**Question: Is the top plane of this TiAl₃ slab rich in states because it contains titanium, or because it is a surface?**

I am looking at the states in the last 0.25 eV below the Fermi level of a TiAl₃ slab, divided among its atomic planes. The plane share is the fraction of these states on a plane, and the plane height is measured from the topmost atom.

Ansatz 0.2.0, plane-wave PAW density functional theory with PBE, no spin polarization; 12-atom TiAl₃(001) slab, lower half held at bulk positions; cutoff 420 eV, 19 × 19 × 1 k mesh, Gaussian smearing 0.1 eV. Shares refer to states from 0.25 eV below the Fermi level up to it, each counted as full; planes are listed from the bottom up.

| row | plane share | plane formula | plane height (Å) |
| --- | --- | --- | --- |
| 1 | 0.087 | Al2 | -10.868 |
| 2 | 0.146 | TiAl | -8.728 |
| 3 | 0.068 | Al2 | -6.588 |
| 4 | 0.162 | TiAl | -4.414 |
| 5 | 0.092 | Al2 | -2.241 |
| 6 | 0.445 | TiAl | -0.078 |

The shares zigzag with composition, so my first thought was that titanium explains everything. But then why is row 6 so far above the other two TiAl planes? Does cutting bonds simply raise the number of states on any surface plane, or is something more specific going on?

**Answer**

Three sizes are worth remembering here. Having titanium in a plane is worth roughly a factor of two, and a simple estimate gives the lost neighbours an average effect of about 20 %. The top plane nevertheless holds nearly three times as many of these states as the TiAl plane in the interior. Composition explains the zigzag, but the jump at the top needs states that gather at the surface in a narrow range of energy.

Your first thought is right as far as it goes. Each plane has two atoms in the cell, so none is favoured by its number of atoms, and every TiAl plane has a larger share than its Al₂ neighbours. A likely reason is that titanium 3d orbitals form fairly narrow bands near the Fermi level, while the s and p states of aluminium are spread over a much wider range. Composition alone, however, would give row 6 about the share of row 4, which is 0.162 and not 0.445.

The next idea is that cut bonds raise the density of states on the surface plane. An electron level broadens into a band because its orbital couples to orbitals on neighbouring atoms. In the simplest estimate each of $z$ equal neighbours adds the same amount to the square of the band width $W$. If the number of states stays the same, a narrower band must be taller, so the average density of states $D$ follows

$$W\propto\sqrt{z},\qquad D\propto\frac{1}{W}\propto\frac{1}{\sqrt z}.$$

An interior titanium atom has 12 aluminium neighbours. At the top face the four in the plane and the four below remain, and the four above are gone. The density should therefore rise by $\sqrt{12/8}\approx1.22$. Starting from the share of row 4, this predicts $1.22\times0.162\approx0.20$ for row 6, less than half of the computed value. Row 4 served only as the reference and row 6 only as the test, with no adjustable constant.

This estimate treats the band as one featureless block, and that is where it fails. It can at best give an average gain, not the energies at which the gain appears. To see those, multiply each share by the number of states in its energy window and divide by the width of the window. The result is a density for each plane, in electrons per eV, which can be compared from one window to the next. The analysis printed below does this for eight windows of the same calculation.

The top plane turns out to have a peak. Its density is 3.7 electrons per eV in the window of the table, against 2.4 in the window just below and 2.7 in the one just above, all three equally wide. Between 1 and 2 eV below the Fermi level it is only 1.2, less than in row 4. A surface effect that multiplied the density by the same factor at every energy could not produce this pattern. Averaged over all eight windows, the top plane has 1.33 times the density of row 4. That is somewhat more than the simple estimate of 1.22, but far less than the ratio in the window of the table.

Row 4 has no such peak. Its density in the window of the table is about 1.3 electrons per eV, lower than in either adjacent window. The extra states therefore belong to the top plane and are not a feature shared by all planes with titanium. Row 4 is the next TiAl plane, little more than 4 Å further down, so the visible peak is confined to the region near the surface.

Theory offers a natural reason for a peak of this kind. Inside the crystal, a titanium d orbital mixes with aluminium orbitals on both sides, which pushes some states down as bonding states and others up as antibonding states. At the surface, an orbital that points towards the removed plane loses part of this mixing. Its states are pushed apart less and stay closer to the original d energy. If that energy lies near the Fermi level, they pile up there. The calculation shows the pile-up on the plane; that it consists of titanium d states is an inference from this bonding picture.

The other face of the slab is a useful comparison, because it is also exposed but ends in aluminium. Its density in the window of the table is only about 1.3 times that of the interior Al₂ plane in row 3. Just above the Fermi level the ratio is 2.7. An exposed plane can thus gain many states at one energy and few at another, and the two faces gain most at different energies. The aluminium face was held at its bulk positions, so the energies at which it gains could shift if its atoms were allowed to relax.

The numbers therefore decide against composition alone and against a uniform surface factor. They favour states concentrated at the TiAl face, but leave open which of two kinds these are. A true surface state has no bulk states to mix with at its energy and its wave vector along the surface, so it fades away with depth. A surface resonance overlaps with bulk states and slowly leaks into the crystal. Shares summed over all wave vectors cannot separate the two, and the slab is too thin to follow a slow leak.

The height of the peak also deserves some caution, because the calculation forces up and down spins to be equal. A high density at the Fermi level can make it favourable for the two spins to separate in energy, which would split the peak. Whether that happens at this face is untested.

For a similar slab, start with composition to guess which planes carry more states. Then ask which orbitals lose partners at the surface and whether their energy falls inside the chosen window. Compare densities when the slabs differ in thickness: added interior planes bring states of their own and lower the share of the top plane, even if nothing changes at the surface.

The analysis program printed:

```
Density on each plane by energy window (electrons per eV):
  row  -2 to -1 eV  -1 to -0.5 eV  -0.5 to -0.25 eV  -0.25 to 0 eV  0 to 0.25 eV  0.25 to 0.5 eV  0.5 to 1 eV  1 to 1.5 eV  mean of all
    1        1.053          1.238            0.4516         0.7172         1.435           1.313        1.229       0.7149        1.035
    2        1.551          1.761             1.022          1.204         1.452           1.167        1.368        2.012        1.524
    3        1.135         0.9339            0.6104         0.5606         0.528          0.3984       0.2896       0.5791       0.7315
    4        1.587          1.624             1.645          1.335         1.549           1.242        0.751        1.818        1.465
    5        1.019          1.067            0.8518         0.7584        0.7035           0.484         0.26       0.5335       0.7567
    6        1.246          2.096             2.356          3.668         2.688           1.689        1.388        2.476         1.95
Share of row 4 over share of row 3 (TiAl against Al2 inside the slab): 2.382
Share of row 6 over share of row 4: 2.747
Share of row 6 over share of row 2: 3.048
Factor on the density from band narrowing: 1.225
Share of row 6 predicted by composition alone: 0.162
Share of row 6 predicted by composition and narrowing: 0.1984
Share of row 6 left unexplained by both: 0.2466
Density ratio row 6 to row 4 from -2 to -1 eV: 0.7848
Density ratio row 6 to row 4 from -0.5 to -0.25 eV: 1.432
Density ratio row 6 to row 4 from 0 to 0.25 eV: 1.735
Density ratio row 6 to row 4 from 0.5 to 1 eV: 1.848
Density ratio row 6 to row 4 averaged from -2 to 1.5 eV: 1.331
Density ratio row 1 to row 3 from -0.25 to 0 eV: 1.279
Density ratio row 1 to row 3 from 0 to 0.25 eV: 2.718
```
